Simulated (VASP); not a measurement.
Write the native input for VASP 6.6.1 that does the following.

- Task: relaxation of cell and atoms
- Functional: PBEsol
- Potentials or basis: VASP PAW PBE potentials, release 64 (Sn_d, O)
- Cutoff: 600 eV
- k mesh: 6 × 6 × 8
- Occupations: gaussian, width 0.03 eV
- Spin: no spin polarisation
- Further INCAR settings: ALGO = Normal; EDIFF = 1e-07; IBRION = 2; EDIFFG = -0.005; NSW = 90; ISIF = 3

The structure of SnO2 (Cassiterite) lies in POSCAR:

```
SnO2                                    
1.0
    4.7706380562      0.0000000000      0.0000000000
   -0.0000000000      4.7706380562      0.0000000000
    0.0000000000      0.0000000000      3.2166385029
  Sn              O             
     2     4
Direct
     1.0000000000000000    0.0000000000000000    1.0000000000000000
     0.5000000000000000    0.5000000000000000    0.5000000000000000
     0.3063031673231308    0.3063031673231308    0.0000000000000000
     0.1936968326768692    0.8063031673231308    0.5000000000000000
     0.6936968326768692    0.6936968326768692    0.0000000000000000
     0.8063031673231308    0.1936968326768692    0.5000000000000000
```

One way to write it, as run:

INCAR

```
SYSTEM = SnO2
PREC = Accurate
ENCUT = 600
EDIFF = 1E-7
ISMEAR = 0
SIGMA = 0.03
LREAL = .FALSE.
LASPH = .TRUE.
NELM = 80
ALGO = Normal
ISIF = 3
LWAVE = .FALSE.
LCHARG = .FALSE.
GGA = PS
IBRION = 2
NSW = 90
EDIFFG = -0.005
KPAR = 4
```

KPOINTS

```
regular mesh
0
G
  6 6 8
  0 0 0
```

Potentials or basis: VASP PAW PBE potentials, release 64 (Sn_d, O).

Command:

```bash
$ cat potpaw_PBE.64/Sn_d/POTCAR potpaw_PBE.64/O/POTCAR > POTCAR
$ mpirun -np 4 vasp_std > vasp.out
```

Results of the run:

```yaml
Relaxed_volume: 12.20 Å³/atom
Relaxed_cell: a = 4.771 Å, b = 4.771 Å, c = 3.217 Å, α = 90.00°, β = 90.00°, γ = 90.00°
Space_group_after_relaxing_to_0.05_Å: P4_2/mnm (No. 136)
Energy_gained_by_relaxing: 0.0 meV/atom
Ionic_steps: 3
Pressure_after_relaxing: 0.0 GPa
Band_gap_on_the_k_mesh: 0.88 eV, direct
```

Caveat: the PAW data sets were made with another functional, which shifts forces and pressure a little; spin-orbit coupling is left out, which moves the levels of the heavy elements.

Run time: 42 s on 4 MPI ranks on Intel(R) Xeon(R) 6975P-C (Granite Rapids), on a shared host, peak memory 0.27 GiB a rank.
